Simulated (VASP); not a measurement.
Here is a VASP 6.6.1 calculation.

File INCAR:

```
  PREC = Accurate
  ENCUT = 600
  EDIFF = 1E-6
  ISMEAR = -1
  SIGMA = 0.05
  LREAL = F
  LASPH = T
  NELM = 80
  ALGO = Fast
  ISIF = 3
  LWAVE = F
  LCHARG = F
  GGA = PE
  IBRION = 2
  NSW = 40
  EDIFFG = -0.02
```

Contents of KPOINTS:

```
regular mesh
0
Gamma
  12 12 12
```

Contents of POSCAR:

```
BN
1.0
    1.2511217832      0.7223354983      3.3729344033
   -1.2511217832      0.7223354983      3.3729344033
    0.0000000000     -1.4446709966      3.3729344033
N B
1 1
Direct
    0.6672382000      0.6672382000      0.6672382000
    0.0003288000      0.0003288000      0.0003288000
```

Potentials or basis: VASP PAW PBE potentials, release 64 (N, B).

Run with:

```bash
$ cat potpaw_PBE.64/N/POTCAR potpaw_PBE.64/B/POTCAR > POTCAR
$ mpirun -np 1 vasp_std > vasp.out
```

Predict the space group after relaxing (to 0.05 Å).

R3m (No. 160).

What does it give for the relaxed volume?

10.41 Å³/atom.

Stress tensor (GPa, compression positive):
```
-0.22  0.00  0.00
 0.00 -0.22  0.00
 0.00  0.00  0.15
```
